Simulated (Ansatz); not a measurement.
Relax this structure to zero stress and force, keeping its symmetry:

```cif
data_structure
_symmetry_space_group_name_H-M 'P 1'
_symmetry_Int_Tables_number 1
_cell_length_a 4.4498
_cell_length_b 4.4498
_cell_length_c 4.4498
_cell_angle_alpha 60.000
_cell_angle_beta 60.000
_cell_angle_gamma 60.000
_cell_volume 62.30
loop_
_atom_site_label
_atom_site_type_symbol
_atom_site_fract_x
_atom_site_fract_y
_atom_site_fract_z
_atom_site_occupancy
K1 K 0.00000 0.00000 0.00000 1
Cl1 Cl 0.50000 0.50000 0.50000 1
```

These are results of DFT PBE, scalar-relativistic, plane waves, PAW (Ansatz 0.2.0), not measurements.

Settings: cutoff 420 eV, Γ-centred mesh 6×6×6 on the computed 2-atom cell, Gaussian smearing of 0.02 eV; no spin polarisation.

Question: What does it relax to?

Answer: The volume increases by 1.29 Å³/atom to 32.44 Å³/atom, and the energy falls by 3.0 meV/atom. Final structure:
```yaml
crystal:
  lattice:
    - [0.00000, 3.18918, 3.18918]
    - [3.18918, 0.00000, 3.18918]
    - [3.18918, 3.18918, 0.00000]
  atoms:
    - { symbol: K, position: [0.00000, 0.00000, 0.00000] }
    - { symbol: Cl, position: [0.50000, 0.50000, 0.50000] }
```